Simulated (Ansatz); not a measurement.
# AlCo3: convergence and cost

Aim, for AlCo3: sweep the k-point mesh.

Program: Ansatz 0.2.0. Level of theory: DFT PBEsol, scalar-relativistic, plane waves, PAW. These are calculated values, not measurements.

2 further runs of the same task are left out: 1 for a known fault of the program, 1 set aside as unsound or not needed. Runs told in other sessions of the task aren't counted.

## (1) Starting point

It takes space group Pm-3m (No. 221, cubic). Conventional cell: a = 3.575 Å, b = 3.575 Å, c = 3.575 Å, α = 90.00°, β = 90.00°, γ = 90.00°. Al (site symmetry m-3m) has 12 Co at 2.53 Å in its first shell of neighbours. Co (site symmetry 4/mmm) is surrounded by 4 Al at 2.53 Å and 8 Co at 2.53 Å.

Structure file:

```
CELL_PARAMETERS angstrom
3.57495 0.00000 0.00000
0.00000 3.57495 0.00000
0.00000 0.00000 3.57495
ATOMIC_POSITIONS crystal
Al 0.00000 0.00000 0.00000
Co 0.50000 0.50000 0.00000
Co 0.50000 0.00000 0.50000
Co 0.00000 0.50000 0.50000
```

The structure comes from the Materials Project (structure only); it is used as listed.

## (2) The base input

input.yaml reads:

```yaml
crystal:
  lattice:
    - [3.574948, 0.0, 0.0]
    - [0.0, 3.574948, 0.0]
    - [0.0, 0.0, 3.574948]
  atoms:
    - { symbol: Al, position: [0.0, 0.0, 0.0] }
    - { symbol: Co, position: [0.5, 0.5, 0.0], spin: 1.46 }
    - { symbol: Co, position: [0.5, 0.0, 0.5], spin: 1.46 }
    - { symbol: Co, position: [0.0, 0.5, 0.5], spin: 1.46 }
basis:
  ecutwfc: 420
kpoints:
  mp_grid: { grid: [12, 12, 12] }
hamiltonian:
  xc: pbesol
scf:
  occupations: { method: gaussian, width: 0.1 }
output:
  forces: true
  stress: true
  eigenvalues: true
  populations: true
magnetization:
  spin_polarized: true
```

Its results, from an earlier run: -3951.0459 eV/atom at zero smearing, pressure -7.41 GPa, largest force 0.000 eV/Å, no gap on the mesh, site moments Al -0.06, Co +1.35 (×3) μB, in 14 SCF cycles and 54 s.

## (3) K-point mesh set to 1×1×1

input.yaml reads:

```yaml
crystal:
  lattice:
    - [3.574948, 0.0, 0.0]
    - [0.0, 3.574948, 0.0]
    - [0.0, 0.0, 3.574948]
  atoms:
    - { symbol: Al, position: [0.0, 0.0, 0.0] }
    - { symbol: Co, position: [0.5, 0.5, 0.0], spin: 1.48 }
    - { symbol: Co, position: [0.5, 0.0, 0.5], spin: 1.48 }
    - { symbol: Co, position: [0.0, 0.5, 0.5], spin: 1.48 }
basis:
  ecutwfc: 420
kpoints:
  mp_grid: { grid: [1, 1, 1] }
hamiltonian:
  xc: pbesol
scf:
  occupations: { method: gaussian, width: 0.1 }
output:
  forces: true
  stress: true
  eigenvalues: true
  populations: true
magnetization:
  spin_polarized: true
```

The run is started by

```bash
ansatz run input.yaml --threads 1 --pin off --max-ram 2560MiB --backend cpu --events-out ev --progress --plain --runs-dir out
```

## (4) K-point mesh: 2×2×2

input.yaml: that of step 3 with these lines changed.

```diff
@@ -13,3 +13,3 @@
 kpoints:
-  mp_grid: { grid: [1, 1, 1] }
+  mp_grid: { grid: [2, 2, 2] }
 hamiltonian:
```

## (5) K-point mesh: 4×4×4

input.yaml: that of step 4 with these lines changed.

```diff
@@ -13,3 +13,3 @@
 kpoints:
-  mp_grid: { grid: [2, 2, 2] }
+  mp_grid: { grid: [4, 4, 4] }
 hamiltonian:
```

## (6) K-point mesh set to 6×6×6

input.yaml: that of step 5 with these lines changed.

```diff
@@ -13,3 +13,3 @@
 kpoints:
-  mp_grid: { grid: [4, 4, 4] }
+  mp_grid: { grid: [6, 6, 6] }
 hamiltonian:
```

## (7) K-point mesh set to 8×8×8

input.yaml: that of step 6 with these lines changed.

```diff
@@ -13,3 +13,3 @@
 kpoints:
-  mp_grid: { grid: [6, 6, 6] }
+  mp_grid: { grid: [8, 8, 8] }
 hamiltonian:
```

## (8) K-point mesh set to 10×10×10

input.yaml: that of step 7 with these lines changed.

```diff
@@ -13,3 +13,3 @@
 kpoints:
-  mp_grid: { grid: [8, 8, 8] }
+  mp_grid: { grid: [10, 10, 10] }
 hamiltonian:
```

## (9) K-point mesh set to 14×14×14

input.yaml: that of step 8 with these lines changed.

```diff
@@ -13,3 +13,3 @@
 kpoints:
-  mp_grid: { grid: [10, 10, 10] }
+  mp_grid: { grid: [14, 14, 14] }
 hamiltonian:
```

## (10) K-point mesh: 16×16×16

input.yaml: that of step 9 with these lines changed.

```diff
@@ -13,3 +13,3 @@
 kpoints:
-  mp_grid: { grid: [14, 14, 14] }
+  mp_grid: { grid: [16, 16, 16] }
 hamiltonian:
```

(Steps that only read results are left out.)

What results come out of these runs, taken together?

**Answer**, as computed:

| quantity | value |
| --- | --- |
| k-point mesh: within 10 and 1 meV/atom of 16×16×16 from | 4×4×4 for 10; 6×6×6 for 1 |

What this shows: For the k-point mesh, the energy stays within 1 meV/atom of the reference from 6×6×6 on, at about 0.14 of the reference's time. That is measured against the best run here, which may itself be short of the limit. The error changes sign along the series, since a k mesh isn't variational, and a metal needs dense meshes to resolve its Fermi surface. The cell's moment varies from 1.68 to 8.00 μB over the series.
